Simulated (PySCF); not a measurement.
## How well do the runs reproduce experiment for malononitrile?

**The experiment to reproduce.**

NIST CCCBDB Release 22 (SRD 101), experimental dipoles lists, for the gas: dipole moment (microwave Stark effect) 3.73 D.

The runs below try to reproduce these values; the comparison stands at the end.

Compound: malononitrile, C₃H₂N₂.
Atom-mapped SMILES: `[N:1]#[C:2][CH2:3][C:4]#[N:5]` (hydrogens: H6, H7 on C3)

Geometry (PBE0-D3(BJ)/def2-SVP, Å), atoms numbered from 1 in this order:
```
atom  x, y, z in Å
N1    -2.203    0.960    0.014
C2    -1.222    0.350    0.011
C3     0.003   -0.448    0.010
C4     1.218    0.362   -0.026
N5     2.192    0.984   -0.056
H6     0.020   -1.086    0.909
H7    -0.007   -1.123   -0.862
```

The PySCF runs (gas phase, on this PBE0-D3(BJ)/def2-SVP geometry; no spin–orbit coupling):

| level | job | basis functions | wall time |
| --- | --- | --- | --- |
| PBE0-D3(BJ)/def2-SVP, grid level 1 | geometry optimisation from an MMFF94s start | 80 | 5.7 s |
| PBE0/pcSseg-1 | shieldings, charges and field gradients, density and orbital grids written | 95 | 7.1 s |
| B3LYP/pcJ-1 | spin–spin couplings from 7 perturbed nuclei | 155 | 10 s |

Hardware: one thread, Intel Xeon at 2.30 GHz (x86_64), no GPU, on a shared host.

Results beside the measurements:

**Dipole moment.** Measured: 3.73 D (NIST CCCBDB Release 22 (SRD 101), experimental dipoles).

```json
{"level": "PBE0-D3(BJ)/def2-SVP", "computed (D)": "3.71", "computed − measured (D)": "-0.02", "% (from the printed values)": "-1"}
{"level": "PBE0/pcSseg-1", "computed (D)": "3.84", "computed − measured (D)": "+0.11", "% (from the printed values)": "+3"}
{"level": "B3LYP/pcJ-1", "computed (D)": "3.84", "computed − measured (D)": "+0.11", "% (from the printed values)": "+3"}
```

The computed dipoles belong to one fixed geometry; measured ones are averaged over vibrations unless marked μe. Magnitudes are compared, not signs.

No measured geometry was used, and the causes of the misses weren't examined.
